**Silicon band gap: mesh penalty, program spread and functional error**

The table holds twenty Kohn-Sham gaps on the k-mesh for one fixed diamond-structure Si cell, from several programs with local, gradient-corrected and r2SCAN functionals, beside a measured gap of 1.11 eV. The program tests whether each gap is a valley-bottom gap plus a penalty for missing the conduction minimum on Γ–X, using a parabola fixed by three PBE band energies and a quartic as an alternative. The valley bottom falls near x = 0.84 at 0.587 eV, and penalties run from 0.007 to 0.133 eV. Removing them shrinks the PBE range without OpenMX from 0.123 to 0.020 eV and the LDA range from 0.143 to 0.016 eV, while OpenMX and the r2SCAN pair remain unexplained by the mesh. With the PBE valley shape assumed for every functional, the corrected gaps reach 34% to 73% of the measured value.

Calculated values. Kohn-Sham DFT band gaps of diamond-structure silicon in one unrelaxed two-atom cell (20.16 Å³/atom), without spin polarisation and with Fermi-Dirac smearing of 0.05 eV. Each gap is the lowest empty less the highest filled level on the k-mesh. The measured value is the indirect gap of the bulk crystal at 300 K, 1.11 eV (arXiv:1709.02567).

## Numerical check

```python
# Table: Kohn-Sham band gap on the k-mesh (eV) of one fixed diamond-Si cell, several programs and semilocal functionals.
# Tested: gap = valley-bottom gap + mesh penalty, valley along Gamma-X E(u) = EX - B u + A u^2, u = 1 - x (X at x = 1).
T = {
    'program': ['FLEUR MaX-R8.1 (later development tree)', 'ABINIT 10.8.3', 'ABINIT 10.8.3', 'ABINIT 10.8.3', 'ABINIT 10.8.3', 'JDFTx 1.7.0 (patched build)', 'Quantum ESPRESSO 7.5', 'ABINIT 10.8.3', 'ABINIT 10.8.3', 'exciting sodium', 'SIESTA 5.4.2', 'ABINIT 10.8.3', 'OpenMX 3.8.5', 'ABINIT 10.8.3', 'Quantum ESPRESSO 7.5', 'ABINIT 10.8.3', 'ABINIT 10.8.3', 'ABINIT 10.8.3', 'ABINIT 10.8.3', 'ABINIT 10.8.3'],
    'level': ['Xalpha', 'LDA', 'LDA-PZ', 'PBE', 'PBE', 'PBE', 'PBE', 'LDA', 'LDA', 'PBE', 'PW91', 'revPBE', 'PBE', 'RPBE', 'PBE', 'PBE', 'r2SCAN', 'r2SCAN', 'OLYP', 'BLYP'],
    'how': ['Kohn-Sham, on the mesh', 'Kohn-Sham, on the mesh', 'Kohn-Sham, on the mesh', 'Kohn-Sham, on the mesh', 'Kohn-Sham, on the mesh', 'Kohn-Sham, on the mesh', 'Kohn-Sham, on the mesh', 'Kohn-Sham, on the mesh', 'Kohn-Sham, on the mesh', 'Kohn-Sham, on the mesh', 'Kohn-Sham, on the mesh', 'Kohn-Sham, on the mesh', 'Kohn-Sham, on the mesh', 'Kohn-Sham, on the mesh', 'Kohn-Sham, on the mesh', 'Kohn-Sham, on the mesh', 'Kohn-Sham, on the mesh', 'Kohn-Sham, on the mesh', 'Kohn-Sham, on the mesh', 'Kohn-Sham, on the mesh'],
    'pot': ['all-electron', 'JTH-PAW-LDA-v2.0', 'JTH-PAW-LDA-v2.0', 'JTH-PAW-PBE-v2.0', 'PseudoDojo-NC-SR-PBE-v0.5-standard', 'PseudoDojo-SR-PBE-0.5-standard', 'SSSP-1.3-efficiency-PBE', 'PseudoDojo-NC-SR-LDA-v0.4.1-standard', 'PseudoDojo-NC-SR-LDA-v0.4-stringent', 'all-electron-LAPW+lo, shipped-species-files', 'PseudoDojo-0.4-standard-NC', 'PseudoDojo-NC-SR-PBE-v0.4.1-standard', 'OpenMX-2013-PBE-set', 'PseudoDojo-NC-SR-PBE-v0.4.1-standard', 'SG15-PBE-1.2', 'PseudoDojo-NC-SR-PBE-v0.4-stringent', 'SG15-NC-PBE-v1.2', 'JTH-PAW-PBE-v2.0', 'JTH-PAW-PBE-v2.0', 'PseudoDojo-NC-SR-PBE-v0.4.1-standard'],
    'cut': [None, 408.2, 408.2, 408.2, 489.8, 489.8, 748.3, 326.5, 326.5, None, None, 489.8, None, 489.8, 544.2, 489.8, 979.6, 489.8, 408.2, 489.8],  # eV
    'k': ['8x8x8', '5x5x5', '8x8x8', '5x5x5', '8x8x8', '8x8x8', '8x8x8', '6x6x6', '6x6x6', '8x8x8', '8x8x8', '8x8x8', '9x9x9', '8x8x8', '6x6x6', '6x6x6', '8x8x8', '10x10x10', '8x8x8', '8x8x8'],
    'y': [0.419, 0.486, 0.53, 0.597, 0.625, 0.625, 0.629, 0.629, 0.629, 0.63, 0.646, 0.676, 0.694, 0.696, 0.706, 0.72, 0.757, 0.787, 0.835, 0.85],  # eV
    'err': [-0.69, -0.62, -0.58, -0.51, -0.49, -0.49, -0.48, -0.48, -0.48, -0.48, -0.46, -0.43, -0.42, -0.41, -0.4, -0.39, -0.35, -0.32, -0.28, -0.26],  # eV
}
import numpy as np
from scipy import constants as C
y = np.array(T['y'], float); err = np.array(T['err'], float)
lev = [str(s) for s in T['level']]; pr = [str(s).split()[0] for s in T['program']]; pot = [str(s) for s in T['pot']]
N = np.array([int(str(s).split('x')[0]) for s in T['k']]); meas = 1.11  # measured gap from the caption
# further outputs of the same runs: direct gaps in row order, Gamma-X length, band energies above the valence top
dg = np.array([2.46846, 2.519389, 2.525928, 2.561256, 2.552722, 2.552724, 2.559435, 2.530629, 2.530629, 2.55759,
               2.588209, 2.558897, 2.618298, 2.561432, 2.554849, 2.549964, 2.716554, 2.748241, 2.588586, 2.714044])
GX = 1.15421
v8, v6 = 4.2877, 4.2942  # ABINIT PseudoDojo PBE, 8x8x8 and 6x6x6
ul = [0, 1/4, 1/3]; el = [5.0143 - v6, 4.9123 - v8, 5.0264 - v6]; half = 5.421 - v8
uu = [-1/4, -1/3]; eu = [5.8393 - v8, 6.2928 - v6]  # upper band = continuation through X
p2 = np.polyfit(ul, el, 2); p4 = np.polyfit(ul + uu, el + eu, 4)
g = np.linspace(0, 0.35, 3501)
def bottom(p):
    e = np.polyval(p, g); return g[e.argmin()], e.min()
def mesh(p, n):
    u = np.array([1 - 2*j/n for j in range(n//2 + 1) if 1 - 2*j/n < 0.35])
    e = np.polyval(p, u); return 1 - u[e.argmin()], e.min()
(u2, b2), (u4, b4) = bottom(p2), bottom(p4)
mass = C.hbar**2/(2*C.m_e*C.e)*(GX*1e10)**2/p2[0]
print("PBE band above valence top (eV): x=1 %.4f, x=0.75 %.4f, x=0.667 %.4f, x=0.5 %.4f" % (*el, half))
print("parabola: EX %.3f, B %.3f, A %.3f eV; minimum x %.3f, gap %.3f eV, mass %.2f m_e" % (p2[2], -p2[1], p2[0], 1-u2, b2, mass))
print("quartic with upper band: minimum x %.3f, gap %.3f eV" % (1-u4, b4))
print("x=0.5, not fitted: parabola %+.3f, quartic %+.3f eV off" % (np.polyval(p2, .5)-half, np.polyval(p4, .5)-half))
for n in sorted(set(N)):
    (x, e), e4 = mesh(p2, n), mesh(p4, n)[1]
    print("mesh %d: best x %.3f, penalty parabola %.3f, quartic %.3f eV" % (n, x, e-b2, e4-b4))
m = np.array([mesh(p2, n)[1] for n in N]); cor = y - (m - b2)
ipz = lev.index('LDA-PZ'); sh = y[ipz] - m[ipz]
P = np.array([l == 'PBE' for l in lev]); L = np.array([l.startswith('LDA') for l in lev])
res = y - m - np.where(L, sh, 0.0)
print("LDA shift from the LDA-PZ row %+.3f eV; table rounding 0.0005 eV; * = row fixes the model" % sh)
print("program level potential mesh | gap, direct gap, gap-model, gap less penalty, its error (eV)")
ref = [i for i in range(len(y)) if P[i] and pr[i] == 'ABINIT' and N[i] == 8][0]
st = [i for i in range(len(y)) if P[i] and pr[i] == 'ABINIT' and N[i] == 6][0]
for i in range(len(y)):
    r = "%+.3f" % res[i] if P[i] or L[i] else "  -   "
    s = '*' if i in (ref, st, ipz) else ' '
    print("%-8s%-7s%-11s%2d | %.3f %.3f %s%s %.3f %+.3f" % (pr[i], lev[i], pot[i][:10], N[i], y[i], dg[i], r, s, cor[i], cor[i]-meas))
om = np.array([p == 'OpenMX' for p in pr]); Q = P & ~om; P8 = P & (N == 8)
print("PBE range without OpenMX (local basis): raw %.3f, less penalty %.3f, direct %.3f eV" % (np.ptp(y[Q]), np.ptp(cor[Q]), np.ptp(dg[Q])))
print("LDA range: raw %.3f, less penalty %.3f, direct %.3f eV" % (np.ptp(y[L]), np.ptp(cor[L]), np.ptp(dg[L])))
print("PBE 8x8x8, %d programs: range %.3f eV, mean error %+.3f eV, ratio %.0f" % (P8.sum(), np.ptp(y[P8]), y[P8].mean()-meas, (meas-y[P8].mean())/np.ptp(y[P8])))
ab = np.array([p == 'ABINIT' for p in pr])
d = [y[P & ab & (N == n)].mean() - y[L & (N == n)].mean() for n in (5, 6, 8)]
print("PBE - LDA in ABINIT at mesh 5, 6, 8: %.3f %.3f %.3f eV" % tuple(d))
o = [i for i in range(len(y)) if N[i] == 8 and not P[i]]
txt = ["%s %+.3f/%+.3f" % (lev[i], y[i]-y[ref], dg[i]-dg[ref]) for i in o]
print("8x8x8 shift from ABINIT PBE, indirect/direct (eV): " + ", ".join(txt[:4]))
print("   " + ", ".join(txt[4:]))
print("OpenMX excess: over model %+.3f, direct gap over ABINIT PBE %+.3f eV" % (res[om][0], dg[om][0]-dg[ref]))
r2 = [i for i in range(len(y)) if lev[i] == 'r2SCAN']
print("r2SCAN mesh 10 - mesh 8: table %+.3f, model %+.3f, direct %+.3f eV" % (y[r2[1]]-y[r2[0]], m[r2[1]]-m[r2[0]], dg[r2[1]]-dg[r2[0]]))
print("8x8x8 range over functionals %.3f eV; whole table %.3f eV" % (np.ptp(y[N == 8]), np.ptp(y)))
print("share of 1.11 eV less penalty: lowest %.0f%%, PBE %.0f%%, highest %.0f%%" % (100*cor.min()/meas, 100*b2/meas, 100*cor.max()/meas))
assert (err < 0).all()
assert 0.10 < u2 < 0.20 and 0.8 < mass < 1.2
assert np.ptp(y[P8]) < 0.01 and np.ptp(cor[Q]) < 0.3*np.ptp(y[Q])
assert all(0.08 < v < 0.12 for v in d)
```

Output:

```
PBE band above valence top (eV): x=1 0.7201, x=0.75 0.6246, x=0.667 0.7322, x=0.5 1.1333
parabola: EX 0.720, B 1.637, A 5.020 eV; minimum x 0.837, gap 0.587 eV, mass 1.01 m_e
quartic with upper band: minimum x 0.842, gap 0.581 eV
x=0.5, not fitted: parabola +0.023, quartic -0.034 eV off
mesh 5: best x 0.800, penalty parabola 0.007, quartic 0.009 eV
mesh 6: best x 1.000, penalty parabola 0.133, quartic 0.139 eV
mesh 8: best x 0.750, penalty parabola 0.038, quartic 0.043 eV
mesh 9: best x 0.889, penalty parabola 0.014, quartic 0.012 eV
mesh 10: best x 0.800, penalty parabola 0.007, quartic 0.009 eV
LDA shift from the LDA-PZ row -0.095 eV; table rounding 0.0005 eV; * = row fixes the model
program level potential mesh | gap, direct gap, gap-model, gap less penalty, its error (eV)
FLEUR   Xalpha all-electr  8 | 0.419 2.468   -     0.381 -0.729
ABINIT  LDA    JTH-PAW-LD  5 | 0.486 2.519 -0.013  0.479 -0.631
ABINIT  LDA-PZ JTH-PAW-LD  8 | 0.530 2.526 +0.000* 0.492 -0.618
ABINIT  PBE    JTH-PAW-PB  5 | 0.597 2.561 +0.003  0.590 -0.520
ABINIT  PBE    PseudoDojo  8 | 0.625 2.553 +0.000* 0.587 -0.523
JDFTx   PBE    PseudoDojo  8 | 0.625 2.553 +0.000  0.587 -0.523
Quantum PBE    SSSP-1.3-e  8 | 0.629 2.559 +0.004  0.591 -0.519
ABINIT  LDA    PseudoDojo  6 | 0.629 2.531 +0.003  0.496 -0.614
ABINIT  LDA    PseudoDojo  6 | 0.629 2.531 +0.003  0.496 -0.614
excitingPBE    all-electr  8 | 0.630 2.558 +0.005  0.592 -0.518
SIESTA  PW91   PseudoDojo  8 | 0.646 2.588   -     0.608 -0.502
ABINIT  revPBE PseudoDojo  8 | 0.676 2.559   -     0.638 -0.472
OpenMX  PBE    OpenMX-201  9 | 0.694 2.618 +0.094  0.680 -0.430
ABINIT  RPBE   PseudoDojo  8 | 0.696 2.561   -     0.658 -0.452
Quantum PBE    SG15-PBE-1  6 | 0.706 2.555 -0.014  0.573 -0.537
ABINIT  PBE    PseudoDojo  6 | 0.720 2.550 -0.000* 0.587 -0.523
ABINIT  r2SCAN SG15-NC-PB  8 | 0.757 2.717   -     0.719 -0.391
ABINIT  r2SCAN JTH-PAW-PB 10 | 0.787 2.748   -     0.780 -0.330
ABINIT  OLYP   JTH-PAW-PB  8 | 0.835 2.589   -     0.797 -0.313
ABINIT  BLYP   PseudoDojo  8 | 0.850 2.714   -     0.812 -0.298
PBE range without OpenMX (local basis): raw 0.123, less penalty 0.020, direct 0.011 eV
LDA range: raw 0.143, less penalty 0.016, direct 0.011 eV
PBE 8x8x8, 4 programs: range 0.005 eV, mean error -0.483 eV, ratio 97
PBE - LDA in ABINIT at mesh 5, 6, 8: 0.111 0.091 0.095 eV
8x8x8 shift from ABINIT PBE, indirect/direct (eV): Xalpha -0.206/-0.084, LDA-PZ -0.095/-0.027, PW91 +0.021/+0.035, revPBE +0.051/+0.006
   RPBE +0.071/+0.009, r2SCAN +0.132/+0.164, OLYP +0.210/+0.036, BLYP +0.225/+0.161
OpenMX excess: over model +0.094, direct gap over ABINIT PBE +0.066 eV
r2SCAN mesh 10 - mesh 8: table +0.030, model -0.031, direct +0.032 eV
8x8x8 range over functionals 0.431 eV; whole table 0.431 eV
share of 1.11 eV less penalty: lowest 34%, PBE 53%, highest 73%
```
